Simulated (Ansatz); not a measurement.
# BN: the cost of one run

Computed with Ansatz 0.2.0 (DFT PBE, scalar-relativistic, plane waves, PAW, unless a step's input says otherwise).

2 further runs of the same task are left out: 2 set aside as unsound or not needed. Runs told in other sessions of the task aren't counted.

**1. The starting structure**

The structure is hexagonal, space group P6_3/mmc (No. 194). Conventional cell: a = 2.512 Å, b = 2.512 Å, c = 8.344 Å, α = 90.00°, β = 90.00°, γ = 120.00°. B (site symmetry -6m2) is surrounded by 3 N at 1.45 Å. N (site symmetry -6m2) has 3 B at 1.45 Å in its first shell of neighbours.

As a file:

```xyz
4
Lattice="2.5122 0.0000 0.0000 -1.2561 2.1756 0.0000 0.0000 0.0000 8.3437" Properties=species:S:1:pos:R:3 pbc="T T T"
B     0.0000    1.4504    2.0859
B     1.2561    0.7252    6.2578
N     0.0000    1.4504    6.2578
N     1.2561    0.7252    2.0859
```

It is the result of an earlier relaxation at this level (volume 11.40 Å³/atom; gap on the mesh: 4.40 eV).

**2. The reference cell**

The reference gives a free energy of -1084.8611 eV, pressure 0.01 GPa, largest force 0.000 eV/Å and gap on the mesh 4.40 eV. It was computed beforehand with the settings of the runs below.

**3. Setting up energy and stress against strain**

The cell is strained by ε times the Voigt pattern (0, 0, 1, 0, 0, 0) (xx, yy, zz, yz, xz, xy; engineering shear), with fractional coordinates fixed (clamped ions). The stress on the pattern is the sum of the stress components weighted by it, tension positive.

**4. At ε = -0.0400**

Contents of input.yaml:

```yaml
crystal:
  lattice:
    - [2.5121751215, 0.0, 0.0]
    - [-1.2560875608, 2.175607474, 0.0]
    - [0.0, 0.0, 8.0099433637]
  atoms:
    - { symbol: B, position: [0.3333333333, 0.6666666667, 0.25] }
    - { symbol: B, position: [0.6666666667, 0.3333333333, 0.75] }
    - { symbol: "N", position: [0.3333333333, 0.6666666667, 0.75] }
    - { symbol: "N", position: [0.6666666667, 0.3333333333, 0.25] }
basis:
  ecutwfc: 420
kpoints:
  mp_grid: { grid: [12, 12, 4] }
hamiltonian:
  xc: pbe
scf:
  occupations: { method: gaussian, width: 0.05 }
output:
  forces: true
  stress: true
  eigenvalues: true
```

Run with:

```console
$ ansatz run input.yaml --threads 1 --pin off --max-ram 2560MiB --backend cpu --events-out ev --progress --plain --runs-dir out
```

Q: Estimate wall time and peak memory on 1 thread of Intel Xeon 6975P-C (Granite Rapids), shared host.

About 1 s, with a peak of 0.34 GiB.
